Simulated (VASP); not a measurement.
# C (P6_3/mmc) in VASP: notebook

Aim: see how the results for C move with the level of theory and the settings. Levels: r2SCAN+rVV10, RPBE, PBEsol, LDA, PBE. Tasks: band structure.

Program: VASP 6.6.1. These are calculated values, not measurements. Logs are shortened: lines on timing, memory, paths and dates and some standing lists are left out, and cuts for length are marked.

## 1. Starting point

It takes space group P6_3/mmc (No. 194, hexagonal). Conventional cell: a = 2.456 Å, b = 2.456 Å, c = 6.601 Å, α = 90.00°, β = 90.00°, γ = 120.00°. C (site symmetry -6m2) is surrounded by 3 C at 1.42 Å. C (site symmetry -6m2) is surrounded by 3 C at 1.42 Å.

## 2. Band structure, r2SCAN+rVV10

INCAR

```
PREC     = Accurate       # precision mode
ENCUT    = 520            # plane-wave cutoff, eV
EDIFF    = 1E-6           # SCF threshold, eV
ISMEAR   = 0              # smearing method
SIGMA    = 0.03           # smearing width, eV
LREAL    = False          # projectors in reciprocal space
LASPH    = True           # aspherical terms in the spheres
NELM     = 80             # most SCF steps
ALGO     = Normal         # electronic algorithm
ISIF     = 2              # what is computed and relaxed
LWAVE    = False          # write WAVECAR
LCHARG   = False          # write CHGCAR
METAGGA  = R2SCAN         # meta-GGA
LMIXTAU  = True         
LUSE_VDW = True         
IVDW_NL  = 2            
BPARAM   = 11.95        
CPARAM   = 0.0093       
NBANDS   = 16             # bands
ICORELEVEL= 1
```

KPOINTS

```
Automatic mesh
0
Gamma
  12 12 4
```

POSCAR

```
C                                       
1.0
    2.4564068544     -0.0000000000      0.0000000000
   -1.2282034273      2.1273107383     -0.0000000000
   -0.0000000000     -0.0000000000      6.6012907232
  C             
     4
Direct
     0.0000000000000000    0.0000000000000000    0.2500000000000000
     1.0000000000000000    0.0000000000000000    0.7500000000000000
     0.3333333300000021    0.6666666699999979    0.2500000000000000
     0.6666666699999979    0.3333333300000021    0.7500000000000000
```

KPOINTS_OPT

```
explicit points
186
Reciprocal
 0.0000000000  0.0000000000  0.0000000000 1
 0.0263157895  0.0000000000  0.0000000000 1
 0.0526315789  0.0000000000  0.0000000000 1
 0.0789473684  0.0000000000  0.0000000000 1
 0.1052631579  0.0000000000  0.0000000000 1
 0.1315789474  0.0000000000  0.0000000000 1
[... 178 lines left out ...]
 0.5000000000  0.0000000000  0.5000000000 1
 0.5000000000  0.0000000000  0.0000000000 1
```

Potentials or basis: VASP PAW PBE potentials, release 64 (C).

The run is started by

```bash
> cat potpaw_PBE.64/C/POTCAR > POTCAR
> mpirun -np 1 vasp_std > vasp.out
```

OUTCAR:

```text
PREC = Accurate
   ENCUT = 520
   EDIFF = 1E-6
   ISMEAR = 0
   LREAL = False
   LASPH = True
   NELM = 80
   ISIF = 2
   METAGGA = R2SCAN
   IVDW_NL = 2
   BPARAM = 11.95

 ion  position               nearest neighbor table
   1  0.000  0.000  0.250-   3 1.42   3 1.42   3 1.42
   2  0.000  0.000  0.750-   4 1.42   4 1.42   4 1.42
   3  0.333  0.667  0.250-   1 1.42   1 1.42   1 1.42
   4  0.667  0.333  0.750-   2 1.42   2 1.42   2 1.42

  LATTYP: Found a hexagonal cell.
 ALAT       =     2.4564068544
 C/A-ratio  =     2.6873767720

  Lattice vectors:

 A1 = (   2.4564068544,   0.0000000000,   0.0000000000)
 A2 = (  -1.2282034273,   2.1273107383,   0.0000000000)
 A3 = (   0.0000000000,   0.0000000000,   6.6012907232)

Analysis of symmetry for initial positions (statically):
=====================================================================
 Subroutine PRICEL returns:
 Original cell was already a primitive cell.

 Routine SETGRP: Setting up the symmetry group for a
 hexagonal supercell.

 Subroutine GETGRP returns: Found 24 space group operations
 (whereof 12 operations were pure point group operations)
 out of a pool of 24 trial point group operations.

The static configuration has the point symmetry D_3d.
 The point group associated with its full space group is D_6h.

Analysis of symmetry for dynamics (positions and initial velocities):
=====================================================================
 Subroutine PRICEL returns:
 Original cell was already a primitive cell.

 Routine SETGRP: Setting up the symmetry group for a
 hexagonal supercell.

 Subroutine GETGRP returns: Found 24 space group operations
 (whereof 12 operations were pure point group operations)
 out of a pool of 24 trial point group operations.

The dynamic configuration has the point symmetry D_3d.
 The point group associated with its full space group is D_6h.

 Subroutine INISYM returns: Found 24 space group operations
 (whereof 12 operations are pure point group operations),
 and found     1 'primitive' translations

----------------------------------------------------------------------------------------

                                     Primitive cell

  volume of cell :      34.4953

  direct lattice vectors                    reciprocal lattice vectors
     2.456406854  0.000000000  0.000000000     0.407098685  0.235038535  0.000000000
    -1.228203427  2.127310738  0.000000000     0.000000000  0.470077071  0.000000000
     0.000000000  0.000000000  6.601290723     0.000000000  0.000000000  0.151485526

  length of vectors
     2.456406854  2.456406855  6.601290723     0.470077071  0.470077071  0.151485526

  position of ions in fractional coordinates (direct lattice)
     0.000000000  0.000000000  0.250000000
     0.000000000  0.000000000  0.750000000
     0.333333330  0.666666670  0.250000000
     0.666666670  0.333333330  0.750000000

  ion indices of the primitive-cell ions
   primitive index   ion index
                 1           1
                 2           2
                 3           3
                 4           4

----------------------------------------------------------------------------------------

 KPOINTS: Automatic mesh

Automatic generation of k-mesh.
 Grid dimensions read from file:
 generate k-points for:   12   12    4

 Generating k-lattice:

  Cartesian coordinates                     Fractional coordinates (reciprocal lattice)
     0.033924890  0.019586545  0.000000000     0.083333333 -0.000000000  0.000000000
     0.000000000  0.039173089  0.000000000     0.000000000  0.083333333  0.000000000
     0.000000000  0.000000000  0.037871382     0.000000000  0.000000000  0.250000000

  Length of vectors
     0.039173089  0.039173089  0.037871382

  Shift w.r.t. Gamma in fractional coordinates (k-lattice)
     0.000000000  0.000000000  0.000000000

 Subroutine IBZKPT returns following result:
 ===========================================

 Found     57 irreducible k-points:

 Following reciprocal coordinates:
            Coordinates               Weight
  0.000000  0.000000  0.000000      1.000000
  0.083333  0.000000  0.000000      6.000000
  0.166667  0.000000  0.000000      6.000000
  0.250000  0.000000  0.000000      6.000000
  0.333333 -0.000000  0.000000      6.000000
  0.416667  0.000000  0.000000      6.000000
[... 16 lines left out ...]
  0.250000  0.000000  0.250000     12.000000
  0.333333 -0.000000  0.250000     12.000000
 [... further k-points ...]
   k-points           NKPTS =     57   k-points in BZ     NKDIM =     57   number of bands    NBANDS=     16
   number of dos      NEDOS =    301   number of ions     NIONS =      4
   total plane-waves  NPLWV =  16200
   dimension x,y,z NGX =    18 NGY =   18 NGZ =   50
   dimension x,y,z NGXF=    36 NGYF=   36 NGZF=  100
   ions per type =               4
   NGX,Y,Z   is equivalent  to a cutoff of  12.18, 12.18, 12.59 a.u.
   NGXF,Y,Z  is equivalent  to a cutoff of  24.36, 24.36, 25.18 a.u.
 SYSTEM =  unknown system
   PREC   = accura    normal or accurate (medium, high low for compatibility)
   ISTART =      0    job   : 0-new  1-cont  2-samecut
   ICHARG =      2    charge: 1-file 2-atom 10-const
   ISPIN  =      1    spin polarized calculation?
   LNONCOLLINEAR =      F non collinear calculations
   LSORBIT =      F    spin-orbit coupling
   LASPH  =      T    aspherical Exc in radial PAW
   ENCUT  =  520.0 eV  38.22 Ry    6.18 a.u.   4.57  4.57 12.27*2*pi/ulx,y,z
   NELM   =     80;   NELMIN=  2; NELMDL= -5     # of ELM steps
   EDIFF  = 0.1E-05   stopping-criterion for ELM
   LREAL  =      F    real-space projection
   EDIFFG = 0.1E-04   stopping-criterion for IOM
   NSW    =      0    number of steps for IOM
   IBRION =     -1    ionic relax: 0-MD 1-quasi-New 2-CG
   NFREE  =      0    steps in history (QN), initial steepest desc. (CG)
   ISIF   =      2    stress and relaxation
   ISYM   =      2    0-nonsym 1-usesym 2-fastsym
   POTIM  = 0.5000    time-step for ionic-motion
   TEBEG  =    0.0;   TEEND  =   0.0 temperature during run
   PSTRESS=    0.0 pullay stress
   NELECT =      16.0000    total number of electrons
   NUPDOWN=      -1.0000    fix difference up-down
   EMIN   =  10.00;   EMAX   =-10.00  energy-range for DOS
   EFERMI =   0.00;   METHOD = LEGACY
   ISMEAR =     0;   SIGMA  =   0.03  broadening in eV -4-tet -1-fermi 0-gaus
   EFERMI_NEDOS =   21; number of points for ismear=-14 and -15
   IALGO  =     38    algorithm
   IMIX   =      4    mixing-type and parameters
     AMIX     =   0.40;   BMIX     =  1.00
     AMIX_MAG =   1.60;   BMIX_MAG =  1.00
  volume/ion in A,a.u.               =       8.62        58.20
  Fermi-wavevector in a.u.,A,eV,Ry     =   1.267248  2.394751 21.849819  1.605916
  Thomas-Fermi vector in A             =   2.400406
   LORBIT       =      0    0 simple, 1 ext, 2 COOP (PROOUT), +10 PAW based schemes
   METAGGA = R2SCAN    functional components
   LHFCALC =     F    Hartree Fock is set to
   AEXX    =    0.0000 exact exchange contribution
   IVDW_NL    =     2    kernel type
   BPARAM     =11.9500
   IVDW    =     0    specifies the selected vdW correction
   LEPSILON=     F    determine dielectric tensor
   LRPA    =     F    only Hartree local field effects (RPA)
 non-spin polarized calculation
 Gauss-broadening in eV      SIGMA  =   0.03
  energy-cutoff  :      520.00
  volume of cell :       34.50
 maximum number of plane-waves:       948
   NGX =  9   NGY =  9   NGZ = 25

 number of electron      15.9999994 magnetization

 Free energy of the ion-electron system (eV)
  ---------------------------------------------------
  ext. energy  EPLUGINS =         0.00000000
  ---------------------------------------------------
  free energy    TOTEN  =       -39.42298383 eV

  energy without entropy =      -39.42250374  energy(sigma->0) =      -39.42274379

 the core state eigenenergies are
   1-  1s   -270.7362
   2-  1s   -270.7362
   3-  1s   -270.6798
   4-  1s   -270.6798

 E-fermi :   4.8105     XC(G=0): -11.3313

 val. band max:        4.8077762186   @ k =   0.3333   0.3333   0.2500
 cond. band min:       4.8193275370   @ k =   0.3333   0.3333   0.5000
 fundamental gap:      0.0115513184
 Fermi energy:         4.8105141473

 k-point     1 :       0.0000    0.0000    0.0000
  band No.  band energies     occupation
      1     -16.1639      2.00000
      2     -15.8236      2.00000
      3      -4.3112      2.00000
      4      -2.0948      2.00000
      5       1.6292      2.00000
      6       1.6293      2.00000
[... 8 lines left out ...]
     15      17.2239      0.00000
     16      17.4877      0.00000

 k-point     2 :       0.0833    0.0000    0.0000
  band No.  band energies     occupation
      1     -15.9879      2.00000
      2     -15.6506      2.00000
      3      -4.0979      2.00000
      4      -1.8948      2.00000
      5       0.9146      2.00000
      6       0.9561      2.00000
[... 8 lines left out ...]
     15      16.6034      0.00000
     16      16.8758      0.00000

 k-point     3 :       0.1667    0.0000    0.0000
  band No.  band energies     occupation
      1     -15.4616      2.00000
      2     -15.1338      2.00000
      3      -3.4627      2.00000
      4      -1.3015      2.00000
      5      -0.8703      2.00000
      6      -0.7924      2.00000
[... 8 lines left out ...]
     15      16.3258      0.00000
     16      16.9298      0.00000

 k-point     4 :       0.2500    0.0000    0.0000
  band No.  band energies     occupation
      1     -14.5914      2.00000
      2     -14.2794      2.00000
      3      -3.1426      2.00000
      4      -3.0241      2.00000
      5      -2.4209      2.00000
      6      -0.5439      2.00000
[... 8 lines left out ...]
     15      19.0020      0.00000
     16      19.0586      0.00000
[... 155 lines left out ...]
      1     -14.0746      2.00000
      2     -13.7721      2.00000
      3      -3.4915      2.00000
      4      -3.4258      2.00000
      5      -1.9899      2.00000
      6      -1.9422      2.00000
[... 8 lines left out ...]
     15      17.1450      0.00000
     16      17.6782      0.00000

 k-point    14 :       0.2500    0.1667    0.0000
  band No.  band energies     occupation
      1     -12.8858      2.00000
      2     -12.6055      2.00000
      3      -5.3666      2.00000
      4      -5.2445      2.00000
      5      -3.1349      2.00000
      6      -3.0500      2.00000
[... 8 lines left out ...]
     15      18.1503      0.00000
     16      19.0227      0.00000

 k-point    15 :       0.3333    0.1667    0.0000
  band No.  band energies     occupation
      1     -11.4116      2.00000
      2     -11.1627      2.00000
      3      -7.4204      2.00000
      4      -7.2501      2.00000
      5      -3.7632      2.00000
      6      -3.6562      2.00000
[... 8 lines left out ...]
     15      18.5916      0.00000
     16      18.6678      0.00000

 k-point    16 :       0.4167    0.1667    0.0000
  band No.  band energies     occupation

------------------------ aborting loop because EDIFF is reached ----------------------------------------

  FORCE on cell =-STRESS in cart. coord.  units (eV):
  Direction    XX          YY          ZZ          XY          YZ          ZX
  --------------------------------------------------------------------------------------
  -------------------------------------------------------------------------------------
  Total        0.1222911      0.1222911      0.0536370     -0.0000000     -0.0000000      0.0000000
  in kB        5.6799618      5.6799618      2.4912384     -0.0000000     -0.0000000      0.0000000
  external PRESSURE =       4.6170540 kB  Pullay stress =       0.0000000 kB

 VOLUME and BASIS-vectors are now :
 -----------------------------------------------------------------------------
  energy-cutoff  :      520.00
  volume of cell :       34.50
      direct lattice vectors                 reciprocal lattice vectors
     2.456406854  0.000000000  0.000000000     0.407098685  0.235038535  0.000000000
    -1.228203427  2.127310738  0.000000000     0.000000000  0.470077071  0.000000000
     0.000000000  0.000000000  6.601290723     0.000000000  0.000000000  0.151485526

 POSITION                                       TOTAL-FORCE (eV/Angst)
 -----------------------------------------------------------------------------------
      0.00000      0.00000      1.65032         0.000000      0.000000     -0.000000
      0.00000      0.00000      4.95097        -0.000000      0.000000     -0.000000
     -0.00000      1.41821      1.65032         0.000000      0.000000      0.000000
      1.22820      0.70910      4.95097        -0.000000      0.000000      0.000000
 -----------------------------------------------------------------------------------
    total drift:                               -0.000000      0.000000      0.000000

  FREE ENERGIE OF THE ION-ELECTRON SYSTEM (eV)
  ---------------------------------------------------
  free  energy   TOTEN  =       -39.4229838284 eV

  energy  without entropy=      -39.4225037442  energy(sigma->0) =      -39.42274379
```

Run time: 2.7 min. Hardware: 1 thread of Intel Xeon 6975P-C (Granite Rapids), shared host; peak memory 0.23 GiB.

What came out:

```
Free energy             : -39.4230 eV
Pressure                : 0.5 GPa
Band gap along the path : none (metal or under the smearing width)
```

Levels at the corners of the path, in eV from the Fermi level:
| point | band 4 | band 5 | band 6 | band 7 | band 8 | band 9 | band 10 | band 11 | band 12 | band 13 |
| --- | --- | --- | --- | --- | --- | --- | --- | --- | --- | --- |
| Γ | -6.91 | -3.18 | -3.18 | -3.16 | -3.16 | 4.50 | 8.73 | 8.73 | 8.79 | 8.79 |
| M | -13.99 | -6.82 | -6.75 | -2.99 | -2.21 | 1.62 | 2.40 | 7.55 | 8.02 | 11.79 |
| M | -13.99 | -6.82 | -6.75 | -2.99 | -2.21 | 1.62 | 2.40 | 7.55 | 8.02 | 11.79 |
| K | -13.36 | -11.13 | -11.13 | -0.72 | -0.02 | -0.02 | 0.86 | 11.61 | 11.61 | 12.83 |
| K | -13.36 | -11.13 | -11.13 | -0.72 | -0.02 | -0.02 | 0.86 | 11.61 | 11.61 | 12.83 |
| Γ | -6.91 | -3.18 | -3.18 | -3.16 | -3.16 | 4.50 | 8.73 | 8.73 | 8.79 | 8.79 |
| Γ | -6.91 | -3.18 | -3.18 | -3.16 | -3.16 | 4.50 | 8.73 | 8.73 | 8.79 | 8.79 |
| A | -8.13 | -3.17 | -3.17 | -3.17 | -3.17 | 7.43 | 7.43 | 8.76 | 8.76 | 8.76 |
| A | -8.13 | -3.17 | -3.17 | -3.17 | -3.17 | 7.43 | 7.43 | 8.76 | 8.76 | 8.76 |
| L | -14.05 | -6.78 | -6.78 | -2.52 | -2.52 | 1.76 | 1.76 | 7.78 | 7.78 | 13.24 |
| L | -14.05 | -6.78 | -6.78 | -2.52 | -2.52 | 1.76 | 1.76 | 7.78 | 7.78 | 13.24 |
| H | -13.46 | -11.13 | -11.13 | 0.01 | 0.01 | 0.02 | 0.02 | 10.49 | 10.49 | 14.48 |
| H | -13.46 | -11.13 | -11.13 | 0.01 | 0.01 | 0.02 | 0.02 | 10.49 | 10.49 | 14.48 |
| A | -8.13 | -3.17 | -3.17 | -3.17 | -3.17 | 7.43 | 7.43 | 8.76 | 8.76 | 8.76 |
| L | -14.05 | -6.78 | -6.78 | -2.52 | -2.52 | 1.76 | 1.76 | 7.78 | 7.78 | 13.24 |
| M | -13.99 | -6.82 | -6.75 | -2.99 | -2.21 | 1.62 | 2.40 | 7.55 | 8.02 | 11.79 |
| K | -13.36 | -11.13 | -11.13 | -0.72 | -0.02 | -0.02 | 0.86 | 11.61 | 11.61 | 12.83 |
| H | -13.46 | -11.13 | -11.13 | 0.01 | 0.01 | 0.02 | 0.02 | 10.49 | 10.49 | 14.48 |

Core levels (eV, on the scale of the bands):
```tsv
atom	levels
1 C	1s -270.7
2 C	1s -270.7
3 C	1s -270.7
4 C	1s -270.7
```

Caveat: the PAW data sets were made with another functional, which shifts forces and pressure a little.

(Part 1 of 3 ends here.)
